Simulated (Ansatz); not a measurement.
# Relaxing ScAl$_{3}$

Level of theory: DFT r2SCAN, scalar-relativistic, plane waves, PAW (Ansatz). Run with 500 eV cutoff, 10×10×10 k-mesh, Gaussian smearing of 0.10 eV, no spin polarisation.

What was changed in ScIn3: In → Al on all its sites, cell and atoms relaxed.

Command:

```bash
ansatz run input.yaml --threads 1 --pin off --max-ram 2560MiB --backend cpu --events-out ev --progress --plain --runs-dir out
```

Input:

```yaml
crystal:
  lattice:
    - [4.1641919823, 0.0, 0.0]
    - [0.0, 4.1641919823, 0.0]
    - [0.0, 0.0, 4.1641919823]
  atoms:
    - { symbol: Sc, position: [0.0, 0.0, 0.0] }
    - { symbol: Al, position: [0.0, 0.5, 0.5] }
    - { symbol: Al, position: [0.5, 0.0, 0.5] }
    - { symbol: Al, position: [0.5, 0.5, 0.0] }
basis:
  ecutwfc: 500
kpoints:
  mp_grid: { grid: [10, 10, 10] }
hamiltonian:
  xc: r2scan
scf:
  occupations: { method: gaussian, width: 0.1 }
output:
  forces: true
  stress: true
  eigenvalues: true
  write_density: true
  write_potential: true
  elf: true
  volumetric_format: npy
relax:
  adjacent_minimum: "off"
  f_tol: 0.01
  max_steps: 60
  cell: { stress_tol: 0.1 }
```

F is the free energy. Steps run on the plane waves of an earlier cell, but the last one, and at times one on the way, on a freshly chosen basis, so a repeated geometry can differ a little in energy.

Steps:

| step | F − F(1) (eV) | largest force component (eV/Å) | V (Å³/atom) | P (GPa) |
| --- | --- | --- | --- | --- |
| 1 | 0.0000 | 0.000 | 18.052 | -4.78 |
| 2 | -0.0086 | 0.000 | 16.186 | 5.42 |
| 3 | -0.0633 | 0.000 | 17.126 | -0.42 |
| 4 | -0.0638 | 0.000 | 17.051 | -0.01 |
| 5 | -0.0630 | 0.000 | 17.051 | -0.02 |

Relaxed structure:

```cif
data_structure
_symmetry_space_group_name_H-M 'P 1'
_symmetry_Int_Tables_number 1
_cell_length_a 4.0858
_cell_length_b 4.0858
_cell_length_c 4.0858
_cell_angle_alpha 90.000
_cell_angle_beta 90.000
_cell_angle_gamma 90.000
_cell_volume 68.21
loop_
_atom_site_label
_atom_site_type_symbol
_atom_site_fract_x
_atom_site_fract_y
_atom_site_fract_z
_atom_site_occupancy
Sc1 Sc 0.00000 0.00000 0.00000 1
Al1 Al 0.00000 0.50000 0.50000 1
Al2 Al 0.50000 0.00000 0.50000 1
Al3 Al 0.50000 0.50000 0.00000 1
```

It takes space group Pm-3m (No. 221, cubic). Conventional cell: a = 4.086 Å, b = 4.086 Å, c = 4.086 Å, α = 90.00°, β = 90.00°, γ = 90.00°. Sc (site symmetry m-3m) has 12 Al at 2.89 Å as nearest neighbours. Around Al (site symmetry 4/mmm) lie 4 Sc at 2.89 Å and 8 Al at 2.89 Å.

The run converged. It took 38 s on 1 thread of Intel(R) Xeon(R) Platinum 8259CL CPU @ 2.50GHz (Skylake/Cascade Lake) (shared host), peak memory 0.6 GiB.